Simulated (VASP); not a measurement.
# SeH2 in VASP: notebook

Aim: see how the results for SeH2 move with the level of theory and the settings. Levels: LDA, PBEsol, PBE+D3. Tasks: single point.

Everything below comes from runs of VASP 6.6.1. Logs are shortened: lines on timing, memory, paths and dates and some standing lists are left out, and cuts for length are marked.

## Step 1: The molecule as given

The cell holds a molecule in a box, 3 atoms: a = 12.461 Å, b = 12.961 Å, c = 13.461 Å, α = 90.00°, β = 90.00°, γ = 90.00°.

## Step 2: Single point, LDA

INCAR

```
  PREC = Accurate
  ENCUT = 400
  EDIFF = 1E-6
  ISMEAR = 0
  SIGMA = 0.01
  LREAL = False
  LASPH = True
  NELM = 100
  ALGO = Fast
  ISIF = 2
  LWAVE = False
  LCHARG = False
  ISYM = 0
```

KPOINTS

```
regular mesh
0
Gamma
  1 1 1
```

POSCAR

```
H2Se                                    
1.0
   12.4610690859      0.0000000000      0.0000000000
    0.0000000000     12.9610690859      0.0000000000
    0.0000000000      0.0000000000     13.4610690859
  Se              H             
     1     2
Selective dynamics
Direct
     0.5259833377999996    0.5086471596999971    0.4566967937999991   F   F   F
     0.5103882296961224    0.4238433876021522    0.5290054432803138   T   T   T
     0.4606292650394763    0.5785255011195436    0.5192798605642690   T   T   T
```

Potentials or basis: VASP PAW LDA potentials, release 64 (Se, H).

The run is started by

```console
$ cat potpaw_LDA.64/Se/POTCAR potpaw_LDA.64/H/POTCAR > POTCAR
$ mpirun -np 4 vasp_gam > vasp.out
```

OUTCAR:

```text
PREC = Accurate
   ENCUT = 400
   EDIFF = 1E-6
   ISMEAR = 0
   LREAL = False
   LASPH = True
   NELM = 100
   ISIF = 2
   ISYM = 0

 ion  position               nearest neighbor table
   1  0.526  0.509  0.457-   3 1.48   2 1.48
   2  0.510  0.424  0.529-   1 1.48
   3  0.461  0.579  0.519-   1 1.48

IMPORTANT INFORMATION: All symmetrisations will be switched off!
NOSYMM: (Re-)initialisation of all symmetry stuff for point group C_1.

----------------------------------------------------------------------------------------

                                     Primitive cell

  volume of cell :    2174.0808

  direct lattice vectors                    reciprocal lattice vectors
    12.461069086  0.000000000  0.000000000     0.080249936  0.000000000  0.000000000
     0.000000000 12.961069086  0.000000000     0.000000000  0.077154129  0.000000000
     0.000000000  0.000000000 13.461069086     0.000000000  0.000000000  0.074288305

  length of vectors
    12.461069086 12.961069086 13.461069086     0.080249936  0.077154129  0.074288305

  position of ions in fractional coordinates (direct lattice)
     0.525983338  0.508647160  0.456696794
     0.510388230  0.423843388  0.529005443
     0.460629265  0.578525501  0.519279861

  ion indices of the primitive-cell ions
   primitive index   ion index
                 1           1
                 2           2
                 3           3

----------------------------------------------------------------------------------------

 KPOINTS: regular mesh

Automatic generation of k-mesh.
 Grid dimensions read from file:
 generate k-points for:    1    1    1

 Generating k-lattice:

  Cartesian coordinates                     Fractional coordinates (reciprocal lattice)
     0.080249936  0.000000000  0.000000000     1.000000000  0.000000000  0.000000000
     0.000000000  0.077154129  0.000000000     0.000000000  1.000000000  0.000000000
     0.000000000  0.000000000  0.074288305     0.000000000  0.000000000  1.000000000

  Length of vectors
     0.080249936  0.077154129  0.074288305

  Shift w.r.t. Gamma in fractional coordinates (k-lattice)
     0.000000000  0.000000000  0.000000000

 Subroutine IBZKPT returns following result:
 ===========================================

 Found      1 irreducible k-points:

 Following reciprocal coordinates:
            Coordinates               Weight
  0.000000  0.000000  0.000000      1.000000
   k-points           NKPTS =      1   k-points in BZ     NKDIM =      1   number of bands    NBANDS=      8
   number of dos      NEDOS =    301   number of ions     NIONS =      3
   total plane-waves  NPLWV = 680400
   dimension x,y,z NGX =    84 NGY =   90 NGZ =   90
   dimension x,y,z NGXF=   168 NGYF=  180 NGZF=  180
   ions per type =               1   2
   NGX,Y,Z   is equivalent  to a cutoff of  11.21, 11.54, 11.12 a.u.
   NGXF,Y,Z  is equivalent  to a cutoff of  22.41, 23.09, 22.23 a.u.
 SYSTEM =  unknown system
   PREC   = accura    normal or accurate (medium, high low for compatibility)
   ISTART =      0    job   : 0-new  1-cont  2-samecut
   ICHARG =      2    charge: 1-file 2-atom 10-const
   ISPIN  =      1    spin polarized calculation?
   LNONCOLLINEAR =      F non collinear calculations
   LSORBIT =      F    spin-orbit coupling
   LASPH  =      T    aspherical Exc in radial PAW
   ENCUT  =  400.0 eV  29.40 Ry    5.42 a.u.  20.32 21.14 21.95*2*pi/ulx,y,z
   NELM   =    100;   NELMIN=  2; NELMDL= -5     # of ELM steps
   EDIFF  = 0.1E-05   stopping-criterion for ELM
   LREAL  =      F    real-space projection
   EDIFFG = 0.1E-04   stopping-criterion for IOM
   NSW    =      0    number of steps for IOM
   IBRION =     -1    ionic relax: 0-MD 1-quasi-New 2-CG
   NFREE  =      0    steps in history (QN), initial steepest desc. (CG)
   ISIF   =      2    stress and relaxation
   ISYM   =      0    0-nonsym 1-usesym 2-fastsym
   POTIM  = 0.5000    time-step for ionic-motion
   TEBEG  =    0.0;   TEEND  =   0.0 temperature during run
   PSTRESS=    0.0 pullay stress
   NELECT =       8.0000    total number of electrons
   NUPDOWN=      -1.0000    fix difference up-down
   EMIN   =  10.00;   EMAX   =-10.00  energy-range for DOS
   EFERMI =   0.00;   METHOD = LEGACY
   ISMEAR =     0;   SIGMA  =   0.01  broadening in eV -4-tet -1-fermi 0-gaus
   EFERMI_NEDOS =   21; number of points for ismear=-14 and -15
   IALGO  =     68    algorithm
   IMIX   =      4    mixing-type and parameters
     AMIX     =   0.40;   BMIX     =  1.00
     AMIX_MAG =   1.60;   BMIX_MAG =  1.00
  volume/ion in A,a.u.               =     724.69      4890.47
  Fermi-wavevector in a.u.,A,eV,Ry     =   0.252743  0.477616  0.869129  0.063879
  Thomas-Fermi vector in A             =   1.071997
   LORBIT       =      0    0 simple, 1 ext, 2 COOP (PROOUT), +10 PAW based schemes
   GGA     = CA    functional components
   LHFCALC =     F    Hartree Fock is set to
   AEXX    =    0.0000 exact exchange contribution
   IVDW    =     0    specifies the selected vdW correction
   LEPSILON=     F    determine dielectric tensor
   LRPA    =     F    only Hartree local field effects (RPA)
 non-spin polarized calculation
 RMM-DIIS sequential band-by-band and
 Gauss-broadening in eV      SIGMA  =   0.01
  energy-cutoff  :      400.00
  volume of cell :     2174.08
 maximum number of plane-waves:     19751
 NGX is ok and might be reduce to    84
   NGX = 41   NGY = 43   NGZ = 43

 number of electron       8.0000000 magnetization

 Free energy of the ion-electron system (eV)
  ---------------------------------------------------
  ext. energy  EPLUGINS =         0.00000000
  ---------------------------------------------------
  free energy    TOTEN  =       -10.49215415 eV

  energy without entropy =      -10.49215415  energy(sigma->0) =      -10.49215415

 E-fermi :  -5.8470     XC(G=0):  -0.4228

 val. band max:       -5.9431385110   @ k =   0.0000   0.0000   0.0000
 cond. band min:      -1.1057958644   @ k =   0.0000   0.0000   0.0000
 fundamental gap:      4.8373426465
 Fermi energy:        -5.8469621900

 k-point     1 :       0.0000    0.0000    0.0000
  band No.  band energies     occupation
      1     -18.2579      2.00000
      2     -10.2074      2.00000
      3      -8.8466      2.00000
      4      -5.9431      2.00000
      5      -1.1058      0.00000
      6      -0.9713      0.00000
      7       0.2000      0.00000
      8       0.6001      0.00000

------------------------ aborting loop because EDIFF is reached ----------------------------------------

  FORCE on cell =-STRESS in cart. coord.  units (eV):
  Direction    XX          YY          ZZ          XY          YZ          ZX
  --------------------------------------------------------------------------------------
  -------------------------------------------------------------------------------------
  Total       -0.1320578     -0.2302825     -0.1466235      0.0342802      0.0115915      0.0156817
  in kB       -0.0973193     -0.1697054     -0.1080534      0.0252626      0.0085423      0.0115565
  external PRESSURE =      -0.1250261 kB  Pullay stress =       0.0000000 kB

 VOLUME and BASIS-vectors are now :
 -----------------------------------------------------------------------------
  energy-cutoff  :      400.00
  volume of cell :     2174.08
      direct lattice vectors                 reciprocal lattice vectors
    12.461069086  0.000000000  0.000000000     0.080249936  0.000000000  0.000000000
     0.000000000 12.961069086  0.000000000     0.000000000  0.077154129  0.000000000
     0.000000000  0.000000000 13.461069086     0.000000000  0.000000000  0.074288305

 POSITION                                       TOTAL-FORCE (eV/Angst)
 -----------------------------------------------------------------------------------
      6.55431      6.59261      6.14763        -0.024173     -0.005146      0.044581
      6.35998      5.49346      7.12098        -0.006947      0.065867     -0.026512
      5.73993      7.49831      6.99006         0.031120     -0.060721     -0.018069
 -----------------------------------------------------------------------------------
    total drift:                               -0.000369     -0.000335      0.000080

  FREE ENERGIE OF THE ION-ELECTRON SYSTEM (eV)
  ---------------------------------------------------
  free  energy   TOTEN  =       -10.4921541510 eV

  energy  without entropy=      -10.4921541510  energy(sigma->0) =      -10.49215415
```

Wall time 14 s (4 MPI ranks of Intel Xeon 6975P-C (Granite Rapids), shared host); peak memory 0.37 GiB.

What came out:

```yaml
Free_energy: -10.4922 eV
Largest_force: 0.071 eV/Å
Gap_between_the_frontier_levels: 4.84 eV
```

Forces in eV/Å, atoms in the order of the input:
```
Se  -0.024 -0.005  0.045
H   -0.007  0.066 -0.027
H    0.031 -0.061 -0.018
```

## Step 3: Single point, PBEsol

Changes to INCAR since step 2:

```diff
@@ -12,2 +12,3 @@
   LCHARG = False
+  GGA = PS
   ISYM = 0
```

KPOINTS is that of step 2.

POSCAR is that of step 2.

Potentials or basis: VASP PAW PBE potentials, release 64 (Se, H).

The run is started by

```console
$ cat potpaw_PBE.64/Se/POTCAR potpaw_PBE.64/H/POTCAR > POTCAR
$ mpirun -np 4 vasp_gam > vasp.out
```

Run time: 22 s. Hardware: 4 MPI ranks of Intel Xeon 6975P-C (Granite Rapids), shared host; peak memory 0.42 GiB.

It converged, with:

```yaml
Free_energy: -10.1189 eV
Largest_force: 0.034 eV/Å
Gap_between_the_frontier_levels: 4.84 eV
```

Forces on the atoms (eV/Å):
```
Se   0.002  0.000 -0.002
H   -0.010  0.032 -0.001
H    0.009 -0.032  0.003
```

Levels at points of the mesh, in eV from the valence-band top:
```
           k point  band 1  band 2  band 3  band 4  band 5  band 6  band 7  band 8
(0.00, 0.00, 0.00)  -12.30   -4.29   -2.92    0.00    4.84    4.99    6.03    6.41
```

Caveat: the PAW data sets were made with another functional, which shifts forces and pressure a little.

## Step 4: Single point, PBE+D3

Changes to INCAR since step 3:

```diff
@@ -12,3 +12,4 @@
   LCHARG = False
-  GGA = PS
+  GGA = PE
+  IVDW = 11
   ISYM = 0
```

KPOINTS is that of step 3.

POSCAR is that of step 3.

The run is started by

```console
$ cat potpaw_PBE.64/Se/POTCAR potpaw_PBE.64/H/POTCAR > POTCAR
$ mpirun -np 4 vasp_gam > vasp.out
```

Wall time 24 s (4 MPI ranks of Intel Xeon 6975P-C (Granite Rapids), shared host); peak memory 0.42 GiB.

Results (log left out):

```
Free energy                     : -10.1150 eV
Largest force                   : 0.020 eV/Å
Gap between the frontier levels : 4.79 eV
Dispersion energy per atom      : 0.000 eV
```

Forces on the atoms (eV/Å):
```
Se   0.010  0.001 -0.017
H   -0.006  0.006  0.008
H   -0.004 -0.007  0.009
```

Levels at points of the mesh, in eV from the valence-band top:
```csv
k point,band 2,band 3,band 4,band 5,band 6,band 7
"(0.00, 0.00, 0.00)",-4.33,-2.95,0.00,4.79,4.94,6.03
```

A hybrid or GW would open this gap; PBE tends to underestimate it.

## Step 5: Overview

| level | potentials or basis | gap on the mesh (eV) | largest force (eV/Å) |
| --- | --- | --- | --- |
| LDA | VASP PAW LDA potentials, release 64 (Se, H) | 4.84 | 0.07 |
| PBEsol | VASP PAW PBE potentials, release 64 (Se, H) | 4.84 | 0.03 |
| PBE+D3 | VASP PAW PBE potentials, release 64 (Se, H) | 4.79 | 0.02 |

Alike in all rows: task single point; no spin polarisation; cell as given; k mesh 1 × 1 × 1; cutoff (eV) 400; smearing gaussian 0.01 eV.

Caveats: the PAW data sets were made with another functional, which shifts forces and pressure a little (some runs).

Absolute energies hang on the potentials; compare differences alone.
